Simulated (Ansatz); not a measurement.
Runs of Ansatz 0.2.0 on Sn. It takes space group Im-3m (No. 229, cubic). The conventional cell has a = 3.789 Å, b = 3.789 Å, c = 3.789 Å, α = 90.00°, β = 90.00°, γ = 90.00°. Sn (site symmetry m-3m) has 8 Sn at 3.28 Å as nearest neighbours. This isn't the form of Sn at room conditions, which is tetragonal (white tin).

| level | spin | fixed moment (μB) | smearing | gap on the mesh (eV) | pressure (GPa) |
| --- | --- | --- | --- | --- | --- |
| PBE | off | - | gaussian 0.1 eV | none | 0.6 |
| LDA | off | - | gaussian 0.02 eV | none | (a) |
| BLYP+D3(BJ) | collinear, ferromagnetic start | 1.0 | gaussian 0.05 eV | - | 4.3 |
| PBE | off | - | gaussian 0.02 eV | none | 0.6 |

Alike in all rows: task single point; potentials or basis all-electron LAPW, scalar-relativistic; cell as given; k mesh 10 × 10 × 10; cutoff (eV) 171; basis error allowed 0.001 eV/atom.

Fill in the values left out.

(a) -3.4.

Caveats: the total moment is fixed, so each spin has its own Fermi level (some runs).

A k mesh can miss the band edges, and the runs leave out spin-orbit coupling on Sn.

A gap of «none» marks a metal or a gap under the smearing width.
